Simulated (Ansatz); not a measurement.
# TaN: the cost of one run

Computed with Ansatz 0.2.0 (DFT PBEsol, scalar-relativistic, plane waves, PAW, unless a step's input says otherwise).

### 1 The structure to begin with

It takes space group P-6m2 (No. 187, hexagonal). Conventional cell: a = 2.938 Å, b = 2.938 Å, c = 2.883 Å, α = 90.00°, β = 90.00°, γ = 120.00°. Ta (site symmetry -6m2) is surrounded by 6 N at 2.23 Å. N (site symmetry -6m2) has 6 Ta at 2.23 Å in its first shell of neighbours.

Coordinates:

```cif
data_structure
_symmetry_space_group_name_H-M 'P 1'
_symmetry_Int_Tables_number 1
_cell_length_a 2.9380
_cell_length_b 2.9380
_cell_length_c 2.8830
_cell_angle_alpha 90.000
_cell_angle_beta 90.000
_cell_angle_gamma 120.000
_cell_volume 21.55
loop_
_atom_site_label
_atom_site_type_symbol
_atom_site_fract_x
_atom_site_fract_y
_atom_site_fract_z
_atom_site_occupancy
Ta1 Ta 0.33333 0.66667 0.50000 1
N1 N 0.00000 0.00000 0.00000 1
```

No relaxation comes first: the listed cell is the starting point.

### 2 The reference cell

The reference gives a free energy of -10187.6398 eV, pressure -4.87 GPa, largest force 0.000 eV/Å and gap on the mesh none (metal). It was computed beforehand with the settings of the runs below.

### 3 The scan: an energy map of one atom

Atom 1 (Ta) is moved by p along (0.000, 1.000, 0.000) and q along (0.000, 0.000, 1.000) (Å), all else fixed; its images in the other cells move with it. Points alike by symmetry are run once.

### 4 At p = -0.450, q = -0.450

Contents of input.yaml:

```yaml
crystal:
  lattice:
    - [2.9379988584, 0.0, 0.0]
    - [-1.4689994292, 2.5443816477, 0.0]
    - [0.0, 0.0, 2.883]
  atoms:
    - { symbol: Ta, position: [0.2449032033, 0.4898064066, 0.3439125911] }
    - { symbol: "N", position: [0.0, 0.0, 0.0] }
basis:
  ecutwfc: 420
kpoints:
  mp_grid: { grid: [18, 18, 16] }
hamiltonian:
  xc: pbesol
scf:
  occupations: { method: gaussian, width: 0.15 }
output:
  forces: true
  stress: true
  eigenvalues: true
```

Command:

```bash
ansatz run input.yaml --threads 1 --pin off --max-ram 2560MiB --backend cpu --events-out ev --progress --plain --runs-dir out
```

Q: Estimate wall time and peak memory on 1 thread of Intel Xeon Platinum 8259CL at 2.50GHz (Skylake/Cascade Lake), shared host.

About 30 s, with a peak of 0.79 GiB.
